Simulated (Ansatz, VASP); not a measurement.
**One calculation of SrO, two programs**

INCAR

```
SYSTEM = SrO
  PREC = Accurate
  ENCUT = 520
  EDIFF = 1E-6
  ISMEAR = 0
  SIGMA = 0.02
  LREAL = .FALSE.
  LASPH = .TRUE.
  NELM = 80
  ALGO = Normal
  ISIF = 2
  LWAVE = .FALSE.
  LCHARG = .TRUE.
  GGA = PE
  LELF = .TRUE.
  LVHAR = .TRUE.
  NBANDS = 24
```

Contents of KPOINTS:

```
Automatic mesh
0
G
  9 9 6
  0 0 0
```

Contents of POSCAR:

```
SrO
1.0
    4.5131821900      0.0000000000      0.0000000000
   -2.2565910950      3.9085304284      0.0000000000
    0.0000000000      0.0000000000      4.9782425223
Sr O
2 2
Direct
    0.3333333300      0.6666666700      0.9672223050
    0.6666666700      0.3333333300      0.4672223050
    0.3333333300      0.6666666700      0.4077776950
    0.6666666700      0.3333333300      0.9077776950
```

Input for Ansatz:

```yaml
crystal:
  lattice:
    - [4.51318219, 0.0, 0.0]
    - [-2.256591095, 3.9085304284, 0.0]
    - [0.0, 0.0, 4.9782425223]
  atoms:
    - { symbol: Sr, position: [0.33333333, 0.66666667, 0.967222305] }
    - { symbol: Sr, position: [0.66666667, 0.33333333, 0.467222305] }
    - { symbol: O, position: [0.33333333, 0.66666667, 0.407777695] }
    - { symbol: O, position: [0.66666667, 0.33333333, 0.907777695] }
basis:
  ecutwfc: 420
kpoints:
  mp_grid: { grid: [9, 9, 6] }
hamiltonian:
  xc: pbe
scf:
  occupations: { method: gaussian, width: 0.02 }
output:
  forces: true
  stress: true
  eigenvalues: true
```

Alike in both runs: task single point; functional PBE; k mesh 9 × 9 × 6; occupations gaussian, width 0.02 eV; no spin polarisation.

|  | VASP | Ansatz |
| --- | --- | --- |
| version | VASP 6.6.1 | Ansatz 0.2.0 |
| potentials or method | VASP PAW PBE potentials, release 64 (Sr_sv, O) | scalar-relativistic, plane waves, PAW |
| plane-wave cutoff (eV) | 520 | 420 |
| valence electrons in the cell | 32 | 32 |

VASP gave:

```
gap on the k mesh at the Fermi level (eV)       : 2.23
least direct gap on the mesh (eV)               : 2.25
pressure (GPa)                                  : 1.6
largest component of the traceless stress (GPa) : 11.73
rms of the force components (eV/Å)              : 1.050
```

**Question.** Estimate Ansatz's values.

**Answer.** gap on the k mesh at the Fermi level (eV): 2.25; least direct gap on the mesh (eV): 2.26; pressure (GPa): 1.1; largest component of the traceless stress (GPa): 11.01; rms of the force components (eV/Å): 0.984.

Atom by atom the forces differ by 0.066 eV/Å (rms over components).

Caveats: an odd mesh through Γ misses points on the zone boundary, where band edges often lie; forces of over 1 eV/Å show positions far from the minimum, so gaps and moduli don't describe the material at rest.
